**Question: Why does SnO prefer a slightly stretched cell once its tin atoms are pushed aside?**

I am looking at a map for layered SnO in which the two tin atoms of the cell are pushed sideways in opposite directions, while the cell is compressed or stretched equally along x and y.

SnO (P4/nmm, 4-atom cell) in Ansatz 0.2.0: scalar-relativistic PBE, no dispersion correction or spin polarization, PAW, 520 eV cutoff, 10×10×8 k mesh, Gaussian smearing 0.05 eV. Strain is equal along x and y, with no relaxation; amplitude is the largest atomic displacement in the unstrained cell. Free energies are relative to the relaxed, undisplaced cell.

| strain | free energy change at mode amplitude -0.25 angstrom (meV a cell) | free energy change at mode amplitude -0.1667 angstrom (meV a cell) | free energy change at mode amplitude -0.0833 angstrom (meV a cell) | free energy change at mode amplitude 0 angstrom (meV a cell) |
| --- | --- | --- | --- | --- |
| -0.04000 | 600.2 | 361.5 | 224.3 | 179.8 |
| -0.02670 | 463.8 | 243.9 | 118.1 | 77.2 |
| -0.01330 | 371.5 | 170.3 | 55.6 | 18.5 |
| 0.00000 | 320.3 | 137.3 | 33.5 | 0.0 |
| 0.01330 | 305.6 | 140.3 | 47.1 | 17.1 |
| 0.02670 | 323.8 | 176.1 | 93.2 | 66.7 |
| 0.04000 | 371.5 | 240.6 | 167.8 | 144.5 |

With the atoms at rest, zero strain is cheapest, as it should be for a relaxed crystal. At the largest displacement, however, the row at strain +0.0133 lies below the row at zero strain, 305.6 against 320.3 meV. At the two smaller displacements zero strain is still the lowest row. Is the reference cell slightly wrong, or does the displacement really change which cell is best?

**Answer**

The reference is fine. Each entry contains two costs, that of straining the cell and that of moving the atoms within it. Subtract the zero-amplitude energy of the same row and only the second remains. For a displacement of 0.0833 Å, this cost falls at every step, from 44.5 meV at the strongest compression to 23.3 meV at the strongest stretch. (The displacements are those in the unstrained cell and scale with it, so at equal true displacement the fall is somewhat larger still.) Stretching therefore makes the sideways motion easier, and your odd row follows from that.

To see why, look at the bonds. Each tin atom caps a square of four oxygen atoms, and its motion runs along the line joining two of them; these two follow it by about a tenth of its displacement. In the unstrained cell all four bonds measure 2.25 Å; a displacement of 0.25 Å shortens one to 2.07 Å and lengthens the opposite one to 2.45 Å. The other two hardly change, because the atom moves across them.

When one bond shortens and its opposite lengthens, the energy changes proportional to the displacement cancel. What remains grows as its square. If the bonds act separately, it is set mainly by their stiffness, that is, how fast the force in a bond grows with a change in its length. Close to its usual length a bond is stiffer when short, because the repulsion between the atoms rises steeply, and softer when long. Stretching the cell from one end of the table to the other lengthens the resting bonds from 2.19 to 2.32 Å, so they should hold the tin atoms less firmly.

The undisplaced crystal shows a similar asymmetry: compression by 4 % costs 179.8 meV, stretching by 4 % only 144.5 meV. That supports the bond argument but does not isolate it. Tin atoms facing each other across the gap between layers also change their distances, and PBE without dispersion makes that gap too wide. How much they contribute cannot be read from this map.

Now compare your two rows. Going from zero strain to +0.0133 costs 17.1 meV in strain, whatever the displacement. It lowers the cost of the displacement by 14.1 meV at 0.1667 Å, which is not quite enough, and by 31.8 meV at 0.25 Å, which is more than enough. The next step costs a further 49.6 meV and saves about as much as before, so the minimum stops at +0.0133.

The saving grows so quickly because the energy of the motion is nearly quadratic:

E(s, Q) ≈ E(s, 0) + K(s)·Q²

Here s is the strain, Q the displacement and K the stiffness of the motion. If K falls with s, the saving grows as Q², while the strain cost E(s, 0) stays the same. The best strain should thus shift gradually as Q grows; the coarse strain steps turn this into a jump.

Can simple springs also give the size of K? Treat the eight Sn–O bonds in the cell as independent springs and take their stiffness from the strain energy. A strain of 0.0133 changes each bond by about 0.022 Å and costs 17.8 meV on average over the two signs. Setting 8 × ½k × (0.022 Å)² equal to this cost gives k ≈ 9.2 eV/Å².

In the sideways motion four bonds do the work. At 0.0833 Å each changes by about 0.064 Å, so the springs predict 4 × ½k × (0.064 Å)² ≈ 75 meV. The calculation gives 33.5 meV, less than half. Springs of fixed stiffness thus miss the size of the cost, and they would not make it fall on stretching either: in a spring picture, that takes bonds that soften as they lengthen.

A likely reason, not tested here, is that the bonds at one tin atom influence each other. As one bond lengthens, the tin atom can bind more strongly to the oxygen on the opposite side, which makes the sideways motion cheaper than shortening all the bonds together. The strain energy also includes changes in other contacts, such as those between oxygen atoms, which the estimate wrongly assigns to the Sn–O springs.

For a real film, do not take the exact strain of the minimum from this map. The layer spacing and the height of the tin atoms were held fixed; letting them adjust would lower the energies, could move the minimum and might weaken the softening. Nor does stretching displace the atoms by itself: in every row zero displacement remains cheapest. The output below lists the separated costs, the bond lengths and the spring estimate.

Numerical output:

```
Mode cost (meV a cell) and Sn-O lengths (angstrom):
      row  cost_0.0833  cost_0.1667  cost_0.25  beyond_parabola  SnO_rest  SnO_shortest_at_0.25
    -0.04         44.5        181.7      420.4            11.74     2.189                  2.01
  -0.0267         40.9        166.7      386.6            11.67     2.211                 2.029
  -0.0133         37.1        151.8        353            11.59     2.233                 2.048
      0.0         33.5        137.3      320.3             11.5     2.255                 2.066
   0.0133           30        123.2      288.5            11.41     2.277                 2.085
   0.0267         26.5        109.4      257.1            11.05     2.299                 2.104
     0.04         23.3         96.1        227            10.86     2.321                 2.123
Change from the row above (meV a cell):
      row  strain_cost  mode_0.0833  mode_0.1667  mode_0.25
  -0.0267       -102.6         -3.6          -15      -33.8
  -0.0133        -58.7         -3.8        -14.9      -33.6
      0.0        -18.5         -3.6        -14.5      -32.7
   0.0133         17.1         -3.5        -14.1      -31.8
   0.0267         49.6         -3.5        -13.8      -31.4
     0.04         77.8         -3.2        -13.3      -30.1
Mode cost at 0.0833 angstrom, strain -0.04 over +0.04 (ratio): 1.91
Fall of that cost from strain -0.04 to +0.04 (percent): 47.64
Same ratio per square of the real displacement: 2.241
Pure strain cost, -0.04 over +0.04 (ratio): 1.244
Part beyond the parabola in the 0.25 angstrom cost, strain -0.04 (percent): 2.792
Part beyond the parabola in the 0.25 angstrom cost, strain +0.04 (percent): 4.785
Lengthened Sn-O bond at 0.25 angstrom, zero strain (angstrom): 2.449
Two sideways Sn-O bonds at 0.25 angstrom, zero strain (angstrom): 2.272
Sn-Sn across the gap at rest, zero strain (angstrom): 3.878
Shortest Sn-Sn across the gap at 0.25 angstrom, zero strain (angstrom): 3.655
Spring constant of one Sn-O bond from the strain cost (eV per square angstrom): 9.152
Mode cost at 0.0833 angstrom from these springs, zero strain (meV a cell): 74.62
Spring estimate over computed mode cost (ratio): 2.228
```
